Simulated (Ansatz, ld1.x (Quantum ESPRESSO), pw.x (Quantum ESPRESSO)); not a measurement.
Re: does the TM potential hold in the solid?

```json
{
 "Element": "rhenium (Re)",
 "Generator": "ld1.x (Quantum ESPRESSO) 7.5",
 "Type": "norm-conserving Troullier–Martins (Kleinman–Bylander form)",
 "Functional": "PBE",
 "Relativity": "scalar-relativistic",
 "Frozen core": "[Xe] 4f14",
 "Valence charge": "7",
 "Reference configuration": "5d5 6s2 6p0",
 "Partial waves": "6s (bound): rc 2.80 bohr; 5d (bound): rc 2.10 bohr; 6p (bound, empty): rc 3.70 bohr",
 "Local potential": "the p channel",
 "Core correction": "none"
}
```

Atomic tests: cutoffs needed: 35 Ry and 40 Ry (the cutoffs (Ry, on a coarse ladder) from which the occupation-weighted sum of valence levels, in a spherical-Bessel basis at the reference potential, stays within 10 and 1 mRy of its value at 400 Ry); ghost test: no extra level below or beside the all-electron valence levels (s, d, p, f tested) (spherical-Bessel basis up to 400 Ry, 20 bohr box); configuration tests: 1 of 7 tests not solved or not reliable.

Crystal test: bcc Re in pw.x 7.5, no spin, 15³ k-points, Fermi–Dirac smearing 0.01 Ry, cutoffs 50/200 Ry. The reference is all-electron LAPW (Ansatz 0.2.0) with the same functional, mesh and smearing; V0 and B0 come from Birch–Murnaghan fits to the pressures at five volumes. Errors are pseudo minus all-electron; Δ is the rms difference of the E(V) curves that follow from these fits, minima aligned, over ±6 % about the mean V0. Mesh and smearing are coarse, so the numbers serve the comparison and aren't converged zero-temperature values; the lattice is a test structure that the element need not adopt.

All-electron: a0 = 3.115 Å (V0 = 15.12 Å³/atom), B0 = 350.4 GPa.

Q: How far does the potential miss the all-electron equation of state?

A: mean pressure error (GPa): +48.05. The pressure does not cross zero within the volumes sampled, so no fit is given. The largest radius (3.70 bohr) exceeds half the bond length (2.55 bohr), so the spheres overlap, which is one possible source of error among others. This is a poor potential for the solid. Atomic configuration tests: 1 of 7 tests not solved or not reliable.

```csv
V (Å³/atom),P all-electron (GPa),P pseudo (GPa)
14.327,21.30,79.14
14.704,10.39,62.77
15.081,0.89,48.40
15.458,-7.39,35.79
15.835,-14.60,24.72
```

Q: At the middle volume, how do free energy and pressure move when the wave cutoff is lowered (ecutrho kept at four times it)?

A:

| cutoff (Ry) | shift of F (meV/atom) | shift of P (GPa) |
| --- | --- | --- |
| 22 | +2074.4 | -84.53 |
| 30 | +162.8 | -11.78 |
| 40 | +1.8 | -0.16 |

The run at the middle volume (120 k-points, 6 iterations) took about 7.8 s on one core of a shared host (Neoverse-V1, 32 threads, 247 GiB, load 28).
